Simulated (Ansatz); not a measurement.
Ta under compression and expansion

```cif
data_structure
_symmetry_space_group_name_H-M 'P 1'
_symmetry_Int_Tables_number 1
_cell_length_a 2.9840
_cell_length_b 2.9840
_cell_length_c 2.9840
_cell_angle_alpha 60.000
_cell_angle_beta 60.000
_cell_angle_gamma 60.000
_cell_volume 18.79
loop_
_atom_site_label
_atom_site_type_symbol
_atom_site_fract_x
_atom_site_fract_y
_atom_site_fract_z
_atom_site_occupancy
Ta1 Ta 0.00000 0.00000 0.00000 1
```

The runs use the primitive cell with vectors (0.000, 2.110, 2.110), (2.110, 0.000, 2.110), (2.110, 2.110, 0.000) Å, to which the k mesh refers.

The cell is COD entry 1534932, as deposited and not checked against the literature; nothing was relaxed.

No spin–orbit coupling, which matters for the heavy atoms here.

All numbers are computed: DFT, PBE, all-electron LAPW, scalar-relativistic (Ansatz 0.2.0); DFT, PBE, PAW with Ansatz's default frozen-core files, scalar-relativistic (Ansatz 0.2.0).

For LAPW: a Γ-centred 15×15×15 k mesh, Fermi–Dirac smearing of 0.08 eV, basis error target 0.5 meV/atom, no spin polarisation. PAW takes a cutoff of 420 eV at this cell. The Ansatz runs share mesh, smearing and spin set-up. Plane-wave (PAW) pressures include the program's estimate of the Pulay term.

The cell above is scaled evenly, with fractional coordinates and shape held.

Question: Estimate the equilibrium volume and bulk modulus that all-electron LAPW gives for this fixed shape.

Answer: V0 = 18.84 Å³/atom, B0 = 188 GPa, B0′ = 3.7, from a third-order Birch–Murnaghan fit to these pressures:
```
V/V(cell)  V (Å³/atom)  P, LAPW (GPa)  P, PAW (GPa)  free energy over the lowest listed, PAW (meV/atom)
   0.9400       17.661          13.73         13.83                                                48.4
   0.9405       17.670          13.60         13.70                                                47.6
   0.9600       18.036           8.92          8.98                                                21.7
   0.9800       18.412           4.55          4.57                                                 5.9
   0.9900       18.600           2.51          2.51                                                 1.8
   1.0000       18.788           0.57          0.56                                                 0.0
   1.0100       18.976          -1.29         -1.31                                                 0.5
   1.0200       19.164          -3.06         -3.10                                                 3.0
   1.0400       19.539          -6.36         -6.42                                                14.3
   1.0600       19.915          -9.37         -9.45                                                32.9
```

PAW's V0 lies -0.01 % from the all-electron value and its B0 0.8 %. Symmetry fixes shape and coordinates here, so this is the relaxed modulus.
